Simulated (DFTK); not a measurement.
Crystal: HfN.

```
Hf N
1.0
     0.00000    2.25600    2.25600
     2.25600    0.00000    2.25600
     2.25600    2.25600    0.00000
Hf N
1 1
Cartesian
  0.0000 0.0000 0.0000
  2.2560 2.2560 2.2560
```

Base run:

```yaml
Program: DFTK 0.8.2
Functional: TASK
Potentials_or_basis: SG15 1.2 (PBE)
Cutoff: 1225 eV
k_mesh: 8 × 8 × 8
Occupations: fermi-dirac, width 0.05 eV
Spin: no spin polarisation
```

Its results: band gap on the k mesh none (metal or under the smearing width); pressure 4.5 GPa.

Q: After a change of settings the same cell gave: band gap on the k mesh none (metal or under the smearing width); pressure -7.0 GPa. Which change was it?
A. functional from TASK to SCAN
B. functional from TASK to LDA
C. functional from TASK to AM05
D. functional from TASK to PBEsol

A: A.

Caveats: the potentials were made for another functional, which shifts forces and pressure; spin-orbit coupling is left out, which moves the levels of the heavy elements.
